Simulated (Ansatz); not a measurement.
# SnSe (Fm-3m) in Ansatz: settings compared

One crystal, SnSe, is run at these levels: HSE06, PBE0; tasks: band structure.

Everything below comes from runs of Ansatz 0.2.0. Logs are shortened: lines on timing, memory, paths and dates and some standing lists are left out, and cuts for length are marked.

## (1) The crystal as given

The structure is cubic, space group Fm-3m (No. 225). Conventional cell: a = 6.020 Å, b = 6.020 Å, c = 6.020 Å, α = 90.00°, β = 90.00°, γ = 90.00°. Sn (site symmetry m-3m) is surrounded by 6 Se at 3.01 Å. Around Se (site symmetry m-3m) lie 6 Sn at 3.01 Å.

Measurements of this composition are mostly on another form, of space group No. 62.

## (2) Band structure, HSE06

The input, input:

```
crystal:
  lattice:
    - [0.0, 3.01, 3.01]
    - [3.01, 0.0, 3.01]
    - [3.01, 3.01, 0.0]
  atoms:
    - { symbol: Sn, position: [0.0, 0.0, 0.0] }
    - { symbol: Se, position: [0.5, 0.5, 0.5] }
hamiltonian:
  xc: hse06
  pseudopotentials: { kind: paw }
kpoints:
  mp_grid: { grid: [6, 6, 6] }
  band_path:
    path:
      - [[0.0, 0.0, 0.0], [0.5, 0.0, 0.5], [0.5, 0.25, 0.75], [0.375, 0.375, 0.75], [0.0, 0.0, 0.0], [0.5, 0.5, 0.5], [0.625, 0.25, 0.625], [0.5, 0.25, 0.75], [0.5, 0.5, 0.5], [0.375, 0.375, 0.75]]
      - [[0.625, 0.25, 0.625], [0.5, 0.0, 0.5]]
    npoints: 4
scf:
  occupations: { method: fermi_dirac, width: 0.05 }
  n_extra_bands: 6
output:
  forces: true
  stress: true
  eigenvalues: true
  fatbands: false
  write_density: true
  write_potential: true
  elf: true
  volumetric_format: npy
```

Potentials or basis: Ansatz PAW.

Log:

```text
Warning: output.stress: scf.convergence.dr2_threshold = 1e-7 eV (the SCF's general default) is looser than the 2e-10 eV advised for a printed stress (1e-10 eV for each atom of the cell: 2). What an SCF threshold leaves in a stress goes as its square root, and in the free energy as the threshold itself, and one threshold admits the most on a small cell: of the crystals measured, under no hybrid functional and no lock of the moments, on runs that ended without the residual-converged pass, on stresses that held no estimate of that error, the worst erred by over 100 MPa in a component at 1e-7 eV an atom and by under 5 at 1e-10. Set scf.convergence.dr2_threshold to 2e-10 eV or tighter. The threshold is an SCF's pass mark: one that does not reach it within its budget of iterations ends unconverged, or closes short of it on a stop that the run arms, and scf.convergence.dr2_threshold's page says what that costs each kind of run
Warning: output.stress: scf.exx.energy_threshold = 1e-6 eV is looser than the 2e-8 eV advised for a stress under a hybrid functional (1e-8 eV for each atom of the cell: 2). Every SCF of the exchange loop can meet its threshold on dr2 while the loop round them stops early: no threshold on dr2 bounds what that leaves in the stress. Set scf.exx.energy_threshold to 2e-8 eV or tighter. The threshold is the loop's pass mark: a loop that does not reach it within its budget of cycles ends unconverged, and scf.exx.energy_threshold's page has the law
scf.n_extra_bands = 6 over 15 filled bands (N_el = 30.0): the run solves 21 bands
GPUs: using 1 of 1 available (devices: 1).
Engine: ansatz 0.2.0, x86_64-unknown-linux-gnu
Pseudopotentials: kind: paw
Pseudopotential: Sn, paw, valence charge 14, recommended cutoff 420 eV (normal), Sn.paw.azcp
Pseudopotential: Se, paw, valence charge 16, recommended cutoff 420 eV (normal), Se.paw.azcp
Functional definition: HSE06
  parameter a = 0.25
  parameter omega = 0.11/bohr
  exchange = pbe_x - a*pbe_x_sr(omega) + a*exact_x_sr(omega)
  correlation = pbe_c
device memory: the entry about to start is reckoned to put 0.6 GiB on a device that reports 60.2 GiB free (of which the cap on the GPU budget leaves the run 18.0 GiB)
GPU FFT provider: cuFFT
GPU libraries: cuBLAS 13.8.2, cuFFT 12.4.0, cuSOLVER 12.3.4
Crystal: 2 atoms, lattice volume = 54.542 Å³
Basis set: ecut = 420 eV, 1067 PW (Γ), exchange–correlation on 60×60×60 points (8 copies of the dense FFT grid, shifted against one another)
Bands: 21, of which v1, the nominal top of the filled ones, is band 15 counted from 1 (14 counted from 0)
Symmetry: 48 space group operations
Space group: Fm-3m (ITA 225), of the structure as read, at distance tolerance 3.8e-5 Å
k-points: 16 of 216
Non-local potential: Sn, projectors of the file, l = 0: 2, l = 1: 2, l = 2: 2, l = 3: 2
Non-local potential: Se, projectors of the file, l = 0: 2, l = 1: 2, l = 2: 3, l = 3: 1
PAW form: soft (Blöchl's): semilocal exchange-correlation on the pseudo side does not see the compensation charge
PAW frozen core: Sn, regenerated for the run's functional, and the local potential with it (the file was generated under x = pbe(κ = 0.804, μ = 0.2195149727645171), c = pbe(β = 0.06672455060314922))
PAW frozen core: Se, regenerated for the run's functional, and the local potential with it (the file was generated under x = pbe(κ = 0.804, μ = 0.2195149727645171), c = pbe(β = 0.06672455060314922))
PAW one-centre angular grid: Sn, 590 points (default); XC on 64 Gauss nodes
PAW one-centre angular grid: Se, 590 points (default); XC on 64 Gauss nodes
Initial density: superposition of atomic densities (neutral atoms: chi_scale 0, normalization atom), corrected by the library's trained network
Initial wavefunctions: pseudopotential atomic-orbital guess
GPU buffer pool allocated for 27000 grid points (all kernels)
GPU transforms: local potential and band sums: pruned to the plane-wave sphere, on 30×30×30
Functional: x = pbe(κ = 0.804, μ = 0.2195149727645171), c = pbe(β = 0.06672455060314922), warm-up for x = pbe(κ = 0.804, μ = 0.2195149727645171) + 0.25 (exact − pbe) at short range (hse, ω = 0.20786987370883472 Å⁻¹), c = pbe(β = 0.06672455060314922); HSE06 as pw.x's `hse` composes it (authors' and Libxc's form: `xc: wpbeh`)
SCF iter   1: F=—  HF=-11494.178232 eV  |F-HF|=—  |Δ(HF+E_count)|=         —  Δρ=9.88e-4  dr2=7.28e-4  ethr=1.77e-3  ⟨swp⟩=11.9  Hψ=1493  notcnv=1
preconditioner: auto → none  [insulator: Δε(μ)=0.583 eV  Ē_g=19.257 eV  σ=0.050 eV  W_gap=0.99  n_scr=14 (ndim 8)  ℏωp=22.5 eV  f_vac=0.016  D(μ)=0.00/eV (n_scr^D=0)]
SCF iter   2: F=—  HF=-11494.178469 eV  |F-HF|=—  |Δ(HF+E_count)|=   2.37e-4  Δρ=4.27e-4  dr2=1.20e-4  ethr=2.43e-6  ⟨swp⟩=5.3  Hψ=1112  notcnv=0  defer=3
iter 3 solved again at ethr=3.84e-8 eV; its pass at ethr=3.99e-7 eV (dr2=1.15e-5 eV) is discarded
SCF iter   3: F=-11494.178480 eV  HF=-11494.178460 eV  |F-HF|=2.03e-5  |Δ(HF+E_count)|=   8.91e-6  Δρ=2.07e-4  dr2=1.10e-5  ethr=3.84e-8  ⟨swp⟩=2.6  Hψ=1241  notcnv=0
SCF 1 stopped early in 3 iterations: F = -11494.178480 eV  dr2 = 1.10e-5
device memory: the entry about to start is reckoned to put 1.2 GiB on a device that reports 60.2 GiB free (of which the cap on the GPU budget leaves the run 18.0 GiB)
GPU FFT provider: cuFFT
GPU libraries: cuBLAS 13.8.2, cuFFT 12.4.0, cuSOLVER 12.3.4
Initial density: handed on by an earlier stage of this run
Initial wavefunctions: those handed on with the density
GPU buffer pool allocated for 27000 grid points (all kernels)
GPU transforms: local potential and band sums: pruned to the plane-wave sphere, on 30×30×30
Functional: x = pbe(κ = 0.804, μ = 0.2195149727645171) + 0.25 (exact − pbe) at short range (hse, ω = 0.20786987370883472 Å⁻¹), c = pbe(β = 0.06672455060314922); HSE06 as pw.x's `hse` composes it (authors' and Libxc's form: `xc: wpbeh`)
Exchange kernel: α = 0.2500, screened, ω = 0.2079 Å⁻¹, Wigner–Seitz truncation, v(0) = 1046.8183 eV·Å³, q-mesh 6×6×6, nearest image of the exchange supercell L = 25.54 Å, pair-density grid 15×15×15, without the augmentation charges, whose exchange is taken in its separable form by FFT convolution over the k-point mesh (sized by the pseudopotential files, 24×24×24 at the most), smooth part of the exact exchange by density-matrix convolution in up to 3.98 GiB of GPU memory as planned if the GPU has room (build and FFT work areas not counted)
Frozen-core exchange: fock
SCF iter   1: F=—  HF=-11499.661759 eV  |F-HF|=—  |Δ(HF+E_count)|=         —  Δρ=4.80e-3  dr2=1.43e-2  ethr=3.68e-7  ⟨swp⟩=7.5  Hψ=1681  notcnv=0
preconditioner: auto → none  [insulator: Δε(μ)=0.412 eV  Ē_g=12.534 eV  σ=0.050 eV  W_gap=0.97  n_scr=14 (ndim 8)  ℏωp=15.9 eV  f_vac=0.016  D(μ)=0.02/eV (n_scr^D=0)]
SCF iter   2: F=—  HF=-11499.653384 eV  |F-HF|=—  |Δ(HF+E_count)|=   8.37e-3  Δρ=2.41e-3  dr2=3.37e-3  ethr=3.68e-7  ⟨swp⟩=4.7  Hψ=1182  notcnv=0
SCF iter   3: F=—  HF=-11499.652788 eV  |F-HF|=—  |Δ(HF+E_count)|=   5.96e-4  Δρ=7.83e-4  dr2=8.87e-4  ethr=3.68e-7  ⟨swp⟩=4.2  Hψ=824  notcnv=0
SCF iter   4: F=—  HF=-11499.658534 eV  |F-HF|=—  |Δ(HF+E_count)|=   5.75e-3  Δρ=6.64e-4  dr2=2.44e-4  ethr=3.68e-7  ⟨swp⟩=4.1  Hψ=1112  notcnv=0
SCF iter   5: F=—  HF=-11499.658443 eV  |F-HF|=—  |Δ(HF+E_count)|=   9.10e-5  Δρ=8.45e-5  dr2=1.01e-5  ethr=3.68e-7  ⟨swp⟩=3.1  Hψ=782  notcnv=0
SCF iter   6: F=-11499.658507 eV  HF=-11499.658508 eV  |F-HF|=9.42e-7  |Δ(HF+E_count)|=   6.45e-5  Δρ=6.71e-5  dr2=2.38e-6  ethr=7.51e-9  ⟨swp⟩=4.5  Hψ=1179  notcnv=0
SCF 2 stopped early in 6 iterations: F = -11499.658507 eV  dr2 = 2.38e-6
hybrid outer 1: dexx = +6.470e-3 eV, tail = 7.69e-5 eV
GPU FFT provider: cuFFT
GPU libraries: cuBLAS 13.8.2, cuFFT 12.4.0, cuSOLVER 12.3.4
GPU buffer pool allocated for 27000 grid points (all kernels)
GPU transforms: local potential and band sums: pruned to the plane-wave sphere, on 30×30×30
Exchange kernel: α = 0.2500, screened, ω = 0.2079 Å⁻¹, Wigner–Seitz truncation, v(0) = 1046.8183 eV·Å³, q-mesh 6×6×6, nearest image of the exchange supercell L = 25.54 Å, pair-density grid 15×15×15, without the augmentation charges, whose exchange is taken in its separable form by FFT convolution over the k-point mesh (sized by the pseudopotential files, 24×24×24 at the most), smooth part of the exact exchange by density-matrix convolution in up to 3.98 GiB of GPU memory as planned if the GPU has room (build and FFT work areas not counted)
Frozen-core exchange: fock
SCF iter   1: F=—  HF=-11499.658451 eV  |F-HF|=—  |Δ(HF+E_count)|=         —  Δρ=4.49e-5  dr2=5.29e-7  ethr=1.28e-6  ⟨swp⟩=3.0  Hψ=688  notcnv=0
preconditioner: auto → none  [insulator: Δε(μ)=0.397 eV  Ē_g=12.510 eV  σ=0.050 eV  W_gap=0.96  n_scr=14 (ndim 8)  ℏωp=15.9 eV  f_vac=0.016  D(μ)=0.03/eV (n_scr^D=0)]
SCF iter   2: F=—  HF=-11499.658452 eV  |F-HF|=—  |Δ(HF+E_count)|=   1.34e-6  Δρ=2.35e-5  dr2=2.15e-7  ethr=1.46e-9  ⟨swp⟩=4.2  Hψ=1204  notcnv=0
SCF iter   3: F=—  HF=-11499.658452 eV  |F-HF|=—  |Δ(HF+E_count)|=   1.73e-8  Δρ=1.02e-5  dr2=1.14e-7  ethr=4.13e-10  ⟨swp⟩=2.1  Hψ=579  notcnv=0
SCF iter   4: F=—  HF=-11499.658453 eV  |F-HF|=—  |Δ(HF+E_count)|=   5.14e-7  Δρ=7.59e-6  dr2=4.54e-8  ethr=7.14e-11  ⟨swp⟩=4.8  Hψ=1166  notcnv=0  defer=1
SCF iter   5: F=-11499.658453 eV  HF=-11499.658453 eV  |F-HF|=5.93e-10  |Δ(HF+E_count)|=   1.51e-8  Δρ=7.63e-7  dr2=1.12e-9  ethr=7.14e-11  ⟨swp⟩=3.0  Hψ=637  notcnv=0
SCF 3 converged in 5 iterations: F = -11499.658453 eV  dr2 = 1.12e-9
  Residual-converged pass: ⟨swp⟩=2.9  Hψ=654  notcnv=0  max |occ|·‖R‖ = 2.4e-6 eV (tolerance 2.4e-6 eV)  dr2=1.11e-9  dr2_onsite=9.40e-10  max |Δocc| = 1.4e-13
hybrid outer 2: dexx = +4.854e-7 eV, tail = 1.76e-8 eV, Δε = 3.55e-3 eV (about 1.11e-4 eV left of the loop's levels)
device memory: the entry about to start is reckoned to put 0.5 GiB on a device that reports 59.7 GiB free (of which the cap on the GPU budget leaves the run 18.0 GiB)
NSCF: frozen V_eff on 42 k-points, pencils in batches of 32, up to order 96
hybrid SCF converged: 2 outer / 11 inner (+3 warm-up), last move |dexx| = 4.85e-7 eV, tail = 1.76e-8 eV
Stability not checked: this state was not tested for a lower state beside it, because the functional holds exact exchange (a hybrid, or Hartree-Fock), whose exchange loop this test does not read (fock_operator; see scf.lower_state_search)
Free energy (F): -11499.658453 eV
Frozen-core exchange: fock
Harris-Foulkes:  -11499.658453 eV  (|F-HF|=5.93e-10)
Internal energy: -11499.658111 eV  (E = F + TS)
E sigma→0 (E₀):  -11499.658282 eV
Entropy (-TS):   -0.000342 eV (-0.171 meV/atom)
Fermi energy:    9.377164 eV
--- Per-component energies (eV) ---
  E_band       = -551.876250
  E_kinetic    = 301.460034
  E_local      = -3321.912691  (includes V_loc(G=0)·N_el)
  E_nonlocal   = -630.128397
  E_hartree    = 1749.628081
  E_xc         = -384.776676
  E_vxc        = -155.914210  (∫ρ·V_xc dr)
  E_exx        = -104.235507  (= α·E_x^exact, valence–valence)
  E_paw        = -6046.494287  (= ΣΔE_a)
  E_vpaw       = -36.167059  (= ΣTr[D̂ρ^β])
  E_aug_tail   = -0.000577  (compensation charges beyond the density's cutoff)
  E_ewald      = -3062.385987
  E_core_change = -0.812107  (= ΣΔE_core)
  E_smearing   = -0.000342  (= −TS)
  E_closure    = 0.000002  (closes the sum)
  Σ components = -11499.658453   (vs F -11499.658453, Δ=1.82e-12)
--- Forces (eV/Å), atoms counted from 1 ---
  atom   1  Sn    -0.00000000     0.00000000     0.00000000
  atom   2  Se     0.00000000     0.00000000     0.00000000
  max |Σ_I F_I| component: 5.67e-29 eV/Å
--- Stress (GPa, compression-positive) ---
       -0.590494       0.000000      -0.000000
       -0.000000      -0.590494       0.000000
       -0.000000       0.000000      -0.590494
  P = ⅓ Tr σ = -0.5905 GPa (-5.905 kbar)
--- Band table (eV; the first three rows and the last of 16) ---
  k-point 0: bands = ["-42.8122", "-42.8122", "-42.8084", "-42.8084", "-42.8084", "-15.0084", "-15.0084", "-15.0009", "-15.0009", "-15.0009", "-6.5191", "3.4771", "6.3045", "6.3045", "6.3045", "13.9102", "13.9102", "13.9102", "15.3050", "15.3050", "15.3050"]
  k-point 1: bands = ["-42.8122", "-42.8122", "-42.8084", "-42.8084", "-42.8084", "-15.0103", "-15.0103", "-15.0004", "-14.9983", "-14.9983", "-6.3049", "2.3202", "6.3439", "6.3439", "7.2349", "12.4247", "12.6337", "12.6337", "15.3321", "15.9781", "15.9781"]
  k-point 2: bands = ["-42.8121", "-42.8121", "-42.8084", "-42.8084", "-42.8084", "-15.0150", "-15.0150", "-14.9994", "-14.9923", "-14.9923", "-5.7897", "0.6665", "6.4663", "6.4663", "8.3862", "10.6557", "11.1068", "11.1068", "16.2647", "17.7115", "17.7115"]
  k-point 15: bands = ["-42.8122", "-42.8121", "-42.8084", "-42.8084", "-42.8083", "-15.0332", "-15.0063", "-15.0017", "-14.9897", "-14.9835", "-5.1223", "1.4352", "3.0858", "4.0672", "6.8865", "12.0175", "13.3914", "15.0199", "15.7896", "18.5065", "20.9422"]
```

It took 79 s on 1 × NVIDIA H100 80GB HBM3 with 2 threads of AMD EPYC 7R13 (Zen 3), shared host; peak memory 2.5 GiB.

What came out:

```yaml
Free_energy: -11499.6585 eV
Pressure: -0.6 GPa
Band_gap_on_the_k_mesh: 0.40 eV, direct
Band_gap_along_the_path: 0.40 eV, direct
```

Levels at the corners of the path, in eV from the valence-band top:
| point | band 11 | band 12 | band 13 | band 14 | band 15 | band 16 | band 17 | band 18 | band 19 | band 20 |
| --- | --- | --- | --- | --- | --- | --- | --- | --- | --- | --- |
| Γ | -15.70 | -5.70 | -2.87 | -2.87 | -2.87 | 4.73 | 4.73 | 4.73 | 6.13 | 6.13 |
| X | -14.33 | -6.85 | -6.49 | -4.46 | -4.46 | 3.10 | 5.86 | 5.86 | 6.52 | 11.01 |
| W | -14.29 | -7.94 | -5.64 | -5.64 | -1.26 | 1.62 | 5.10 | 5.10 | 7.70 | 7.70 |
| K | -14.33 | -8.06 | -6.04 | -3.93 | -3.03 | 3.46 | 3.89 | 5.58 | 5.80 | 10.40 |
| Γ | -15.70 | -5.70 | -2.87 | -2.87 | -2.87 | 4.73 | 4.73 | 4.73 | 6.13 | 6.13 |
| L | -14.64 | -9.27 | -2.62 | -2.62 | 0.00 | 0.40 | 1.32 | 1.32 | 8.66 | 10.66 |
| U | -14.33 | -8.06 | -6.04 | -3.93 | -3.03 | 3.46 | 3.89 | 5.58 | 5.80 | 10.40 |
| W | -14.29 | -7.94 | -5.64 | -5.64 | -1.26 | 1.62 | 5.10 | 5.10 | 7.70 | 7.70 |
| L | -14.64 | -9.27 | -2.62 | -2.62 | 0.00 | 0.40 | 1.32 | 1.32 | 8.66 | 10.66 |
| K | -14.33 | -8.06 | -6.04 | -3.93 | -3.03 | 3.46 | 3.89 | 5.58 | 5.80 | 10.40 |
| U | -14.33 | -8.06 | -6.04 | -3.93 | -3.03 | 3.46 | 3.89 | 5.58 | 5.80 | 10.40 |
| X | -14.33 | -6.85 | -6.49 | -4.46 | -4.46 | 3.10 | 5.86 | 5.86 | 6.52 | 11.01 |

Caveat: spin-orbit coupling is left out, which moves the levels of the heavy elements; the PAW data sets come from PBE, with cores solved anew for the run's functional, which leaves a small shift of forces and pressure; the thresholds are loose for stress.

## (3) Band structure, PBE0

input: that of step 2 with these lines changed.

```diff
@@ -9,3 +9,3 @@
 hamiltonian:
-  xc: hse06
+  xc: pbe0
   pseudopotentials: { kind: paw }
```

Potentials or basis: Ansatz PAW.

Run time: 60 s. Hardware: 1 × NVIDIA H100 80GB HBM3 with 2 threads of AMD EPYC 7R13 (Zen 3), shared host; peak memory 2.6 GiB.

Results (log left out):

| Item | Value |
| --- | --- |
| Free energy | -11498.8064 eV |
| Pressure | -0.5 GPa |
| Band gap on the k mesh | 0.63 eV, direct |
| Band gap along the path | 0.63 eV, direct |

Levels at the corners of the path, in eV from the valence-band top:
```csv
point,band 11,band 12,band 13,band 14,band 15,band 16,band 17,band 18,band 19,band 20
Γ,-16.02,-6.01,-3.14,-3.14,-3.14,5.21,5.21,5.21,6.59,6.59
X,-14.64,-7.18,-6.82,-4.75,-4.75,3.54,6.35,6.35,7.03,11.52
W,-14.60,-8.27,-5.95,-5.95,-1.46,2.02,5.58,5.58,8.19,8.19
K,-14.64,-8.40,-6.37,-4.20,-3.28,3.91,4.35,6.04,6.31,10.88
Γ,-16.02,-6.01,-3.14,-3.14,-3.14,5.21,5.21,5.21,6.59,6.59
L,-14.95,-9.60,-2.84,-2.84,0.00,0.63,1.71,1.71,9.13,11.14
U,-14.64,-8.40,-6.37,-4.20,-3.28,3.91,4.35,6.04,6.31,10.88
W,-14.60,-8.27,-5.95,-5.95,-1.46,2.02,5.58,5.58,8.19,8.19
L,-14.95,-9.60,-2.84,-2.84,0.00,0.63,1.71,1.71,9.13,11.14
K,-14.64,-8.40,-6.37,-4.20,-3.28,3.91,4.35,6.04,6.31,10.88
U,-14.64,-8.40,-6.37,-4.20,-3.28,3.91,4.35,6.04,6.31,10.88
X,-14.64,-7.18,-6.82,-4.75,-4.75,3.54,6.35,6.35,7.03,11.52
```

Caveat: spin-orbit coupling is left out, which moves the levels of the heavy elements; the PAW data sets come from PBE, with cores solved anew for the run's functional, which leaves a small shift of forces and pressure; the thresholds are loose for stress.
